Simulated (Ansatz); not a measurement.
Mo under changes of volume

One of the cells (16.363 Å³/atom); the others are scaled copies at fixed shape and fractional positions:

```xyz
1
Lattice="0.0000 2.0150 2.0150 2.0150 0.0000 2.0150 2.0150 2.0150 0.0000" Properties=species:S:1:pos:R:3 pbc="T T T"
Mo    0.0000    0.0000    0.0000
```

This isn't the form of Mo at room conditions, which is bcc.

```yaml
Program: Ansatz 0.2.0
Functional: BLYP
Potentials_or_basis: all-electron LAPW, relativistic spinors
Cutoff: 232 eV (chosen from the basis error)
Basis_error_allowed: 0.001 eV/atom
k_mesh: 8 × 8 × 8
Occupations: fermi-dirac, width 0.05 eV
Spin: spin-orbit coupling, no magnetisation
```

| volume (Å³/atom) | energy over the lowest point (meV/atom) | pressure (GPa) |
| --- | --- | --- |
| 15.381 | 73.05 | 20.0 |
| 15.708 | 38.67 | 14.1 |
| 16.035 | ? | ? |
| 16.363 | 3.38 | 4.0 |
| 16.690 | 0.00 | -0.3 |
| 17.017 | 4.84 | -4.2 |
| 17.344 | 17.14 | -7.7 |

Q: What does the run at 16.035 Å³/atom give?

A: Energy over the lowest point 15.89 meV/atom; pressure 8.8 GPa.

Worked out: A Birch-Murnaghan fit of order 3 (a polynomial in V^(-2/3)) to the other rows has its minimum at 16.65 Å³/atom with B0 = V·E''(V) = 207 GPa and B' = 4.7. It gives 15.89 meV/atom at 16.035 Å³/atom, against the run's 15.89, and -dE/dV = 8.6 GPa, against 8.8.

Energies are extrapolated to zero smearing.

Caveats: the k mesh is thin for a metal, which can move the energy by tens of meV per atom.

The runs don't all hold the same shells in valence.
